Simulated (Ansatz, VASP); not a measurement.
## One calculation of MgO (Periclase), two programs

File INCAR:

```
ALGO = Normal
EDIFF = 1E-7
ENCUT = 520
GGA = PE
ISIF = 2
ISMEAR = 0
LASPH = T
LCHARG = T
LELF = T
LREAL = F
LVHAR = T
LWAVE = F
NBANDS = 11
NELM = 80
PREC = Accurate
SIGMA = 0.02
```

KPOINTS

```
k-points
0
Gamma
  10 10 10
```

Contents of POSCAR:

```
MgO
1.0
    0.0000000000      2.0381284322      2.0381284322
    2.0381284322      0.0000000000      2.0381284322
    2.0381284322      2.0381284322      0.0000000000
Mg O
1 1
Direct
    0.0000000000      0.0000000000      0.0000000000
    0.5000000000      0.5000000000      0.5000000000
```

Input for Ansatz:

```yaml
crystal:
  lattice:
    - [0.0, 2.0381284322, 2.0381284322]
    - [2.0381284322, 0.0, 2.0381284322]
    - [2.0381284322, 2.0381284322, 0.0]
  atoms:
    - { symbol: Mg, position: [0.0, 0.0, 0.0] }
    - { symbol: O, position: [0.5, 0.5, 0.5] }
basis:
  ecutwfc: 420
kpoints:
  mp_grid: { grid: [10, 10, 10] }
hamiltonian:
  xc: pbe
scf:
  occupations: { method: gaussian, width: 0.02 }
output:
  forces: true
  stress: true
  eigenvalues: true
```

Alike in both runs: task single point; functional PBE; k mesh 10 × 10 × 10; occupations gaussian, width 0.02 eV; no spin polarisation.

|  | VASP | Ansatz |
| --- | --- | --- |
| version | VASP 6.6.1 | Ansatz 0.2.0 |
| potentials or method | VASP PAW PBE potentials, release 64 (Mg, O) | scalar-relativistic, plane waves, PAW |
| plane-wave cutoff (eV) | 520 | 420 |
| valence electrons in the cell | 8 | 16 |

Ansatz gave:

```
gap on the k mesh at the Fermi level (eV) : 5.76
least direct gap on the mesh (eV)         : 5.76
pressure (GPa)                            : 24.8
```

Task: What did VASP give for the same quantities?

Result: gap on the k mesh at the Fermi level (eV): 5.74; least direct gap on the mesh (eV): 5.74; pressure (GPa): 24.2.

The functional is the same, so the differences come from potentials, cutoffs and numerics. The two sets of potentials don't hold the same shells in valence.

Caveats: so large a pressure means that the cell lies far from this level's equilibrium, or that cutoff or potentials fall short (VASP).
